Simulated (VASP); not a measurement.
The system is S.

```
CELL_PARAMETERS angstrom
7.08970 0.00000 0.00000
-3.54485 6.13986 0.00000
0.00000 0.00000 4.30238
ATOMIC_POSITIONS crystal
S 0.77270 0.30670 0.61050
S 0.69330 0.46600 0.27717
S 0.53400 0.22730 0.94383
S 0.30670 0.77270 0.38950
S 0.46600 0.69330 0.72283
S 0.22730 0.53400 0.05617
S 0.87550 0.00000 0.16667
S 0.00000 0.87550 0.83333
S 0.12450 0.12450 0.50000
```

This isn't the form of S at room conditions, which is orthorhombic, of S8 rings.

| Quantity | Value |
| --- | --- |
| Program | VASP 6.6.1 |
| Task | relaxation of cell and atoms |
| Functional | PBE |
| Potentials or basis | VASP PAW PBE potentials, release 64 (S) |
| Cutoff | 520 eV |
| k mesh | 5 × 5 × 6 |
| Occupations | gaussian, width 0.1 eV |
| Spin | no spin polarisation |

At the start: pressure 3.4 GPa; volume 20.81 Å³/atom.

Question: How do energy, volume and symmetry change on relaxing?

Answer: Over 30 steps the energy falls by 88.3 meV/atom and the volume is 32.52 Å³/atom (+56.3 %); space group P3_221 (No. 154, to 0.05 Å).

Step by step:
| step | energy change (eV) | largest force (eV/Å) | pressure (GPa) | volume (Å³) |
| --- | --- | --- | --- | --- |
| 1 | 0.0000 | 0.4361 | 3.37 | 187.28 |
| 2 | -0.2244 | 0.6590 | 0.52 | 199.38 |
| 3 | -0.2854 | 0.8150 | -1.46 | 210.55 |
| 4 | -0.4171 | 0.4827 | -0.70 | 214.91 |
| 5 | -0.5151 | 0.1594 | 0.65 | 221.90 |
| 6 | -0.5169 | 0.2775 | 0.92 | 223.21 |
| 7 | -0.5863 | 0.2502 | 0.81 | 228.29 |
| 8 | -0.7162 | 0.2364 | 0.71 | 243.67 |
| 9 | -0.7102 | 0.3589 | 1.15 | 274.86 |
| 10 | -0.7497 | 0.3177 | 0.97 | 260.95 |
| 11 | -0.7499 | 0.5558 | -0.96 | 275.21 |
| 12 | -0.7700 | 0.2238 | -0.04 | 267.98 |
| 13 | -0.7825 | 0.1509 | 0.05 | 271.01 |
| 14 | -0.7828 | 0.1528 | 0.07 | 271.52 |
| 15 | -0.7850 | 0.0364 | 0.12 | 272.71 |
| 16 | -0.7850 | 0.0326 | 0.11 | 272.69 |
| 17 | -0.7860 | 0.0481 | 0.01 | 273.88 |
| 18 | -0.7862 | 0.0782 | -0.05 | 274.54 |
| 19 | -0.7867 | 0.0722 | -0.04 | 274.92 |
| 20 | -0.7881 | 0.0543 | 0.02 | 276.06 |
| 21 | -0.7895 | 0.0414 | 0.13 | 278.33 |
| 22 | -0.7905 | 0.0457 | 0.10 | 279.80 |
| 23 | -0.7929 | 0.0566 | 0.03 | 284.25 |
| 24 | -0.7941 | 0.0726 | -0.10 | 293.25 |
| 25 | -0.7942 | 0.0687 | -0.08 | 291.40 |
| 26 | -0.7939 | 0.1020 | 0.13 | 294.07 |
| 27 | -0.7945 | 0.0210 | 0.01 | 292.53 |
| 28 | -0.7945 | 0.0205 | 0.00 | 292.48 |
| 29 | -0.7946 | 0.0155 | -0.02 | 292.70 |
| 30 | -0.7946 | 0.0065 | -0.02 | 292.64 |

Final structure:
```
S
1.0
     8.75809    0.00000    0.00000
    -4.37904    7.58473    0.00000
     0.00000    0.00000    4.40532
S
9
Direct
  0.75064 0.31246 0.60648
  0.68754 0.43818 0.27315
  0.56182 0.24936 0.93982
  0.31246 0.75064 0.39352
  0.43818 0.68754 0.72685
  0.24936 0.56182 0.06018
  0.90366 0.00000 0.16667
  0.00000 0.90366 0.83333
  0.09634 0.09634 0.50000
```

Caveat: the volume moved by over 15 % at a fixed basis, so the end points are rough; the volume moved by +56 % from the deposited cell, more than functionals usually miss.
